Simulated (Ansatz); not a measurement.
# SnTe: band gap under strain

Aim: follow the gap of SnTe (rocksalt) through these states: +2.7 % strain along x alone; +3.3 % biaxial strain in x and y, free along z; -3.1 % shear in the xy plane. The table at the end shows which levels were run.

The runs shown are made with Ansatz 0.2.0. PAW datasets, plane waves. Computed at 0 K without zero-point motion; spin polarisation is off.

### Step 1. The structure to begin with

The unstrained cell was relaxed with r2SCAN; in each strained cell the atoms were relaxed again with r2SCAN. Names of k-points are those of the unstrained zone, where strain can split equivalent points. First state: +2.7 % strain along x alone.

The symmetry is I4/mmm (No. 139, tetragonal); conventional cell a = 4.510 Å, c = 6.550 Å, 33.31 Å³ an atom. Near Sn stand 6 Te at 3.19–3.28 Å; near Te stand 6 Sn at 3.19–3.28 Å.

As a file:

```
CELL_PARAMETERS angstrom
0.00000 3.18933 3.18933
3.27512 0.00000 3.18933
3.27512 3.18933 0.00000
ATOMIC_POSITIONS crystal
Sn 0.00000 0.00000 0.00000
Te 0.50000 0.50000 0.50000
```

### Step 2. +2.7 % strain along x alone: PBE

Input file input.yaml:

```yaml
crystal:
  lattice:
    - [0.0, 3.1893300331, 3.1893300331]
    - [3.275123011, 0.0, 3.1893300331]
    - [3.275123011, 3.1893300331, 0.0]
  atoms:
    - { symbol: Sn, position: [0.0, 0.0, 0.0] }
    - { symbol: Te, position: [0.5, 0.5, 0.5] }
kpoints:
  mp_grid: { grid: [8, 8, 8] }
  band_path:
    path:
      - [0.0, 0.0, 0.0]
      - [0.5, 0.0, 0.5]
      - [0.625, 0.25, 0.625]
      - [0.375, 0.375, 0.75]
      - [0.5, 0.5, 0.5]
      - [0.5, 0.25, 0.75]
    npoints: 1
hamiltonian:
  xc: pbe
scf:
  occupations: { method: fermi_dirac, width: 0.02 }
  n_extra_bands: 4
output:
  forces: true
  stress: true
  eigenvalues: true
```

The runs that follow: +2.7 % strain along x alone: r2SCAN; +2.7 % strain along x alone: HSE06; +3.3 % biaxial strain in x and y, free along z: PBE; +3.3 % biaxial strain in x and y, free along z: r2SCAN; +3.3 % biaxial strain in x and y, free along z: HSE06; -3.1 % shear in the xy plane: PBE; -3.1 % shear in the xy plane: r2SCAN; -3.1 % shear in the xy plane: HSE06.

Before running it: what results should come out?

**Answer**, as computed:

Least gap in eV (negative: overlap):

```
                                         state    PBE  r2SCAN  HSE06
                   +2.7 % strain along x alone   0.05    0.17   0.30
+3.3 % biaxial strain in x and y, free along z   0.13    0.25   0.40
                  -3.1 % shear in the xy plane  -0.15   -0.06   0.05
```

**Reading.** In PBE the gap is least under -3.1 % shear in the xy plane (-0.15 eV) and largest under +3.3 % biaxial strain in x and y, free along z (0.13 eV). Spin-orbit coupling is left out of the table, though the cell holds Te (Z = 52); in an element this heavy it can shift bands and gaps by tenths of an eV.
